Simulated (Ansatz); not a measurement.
# How settings move the results for Ag

```xyz
2
Lattice="2.9300 0.0000 0.0000 -1.4650 2.5375 0.0000 0.0000 0.0000 4.7900" Properties=species:S:1:pos:R:3 pbc="T T T"
Ag    0.0000    1.6916    1.1975
Ag    1.4650    0.8458    3.5925
```

Atoms are numbered in the order listed.

The cell is COD entry 1509145, as deposited and not checked against the literature; nothing was relaxed.

Method: DFT, PBE, PAW with Ansatz's default frozen-core files, scalar-relativistic in Ansatz 0.2.0.

Settings: a Γ-centred 13×13×7 k mesh, Fermi–Dirac smearing of 0.03 eV, cutoff 420 eV, no spin polarisation. One setting is then changed at a time.

| k mesh | free energy less the base's (meV/atom) | P (GPa) | Vzz Ag1 (10²¹ V/m²) |
| --- | --- | --- | --- |
| 13×13×7 (base) | 0.0 | 0.23 | -0.57 |
| 4×4×2 | 65.7 | 0.65 | 0.76 |
| 6×6×4 | 22.3 | ? | 0.96 |
| 10×10×5 | ? | 0.72 | 0.21 |
| 18×18×10 | 3.4 | 0.43 | 0.16 |

**Question.** What belongs in the row "6×6×4", column "P (GPa)"?

**Answer.** 1.03.

**Question.** Fill in "free energy less the base's (meV/atom)" for the row "10×10×5".

**Answer.** 14.2.
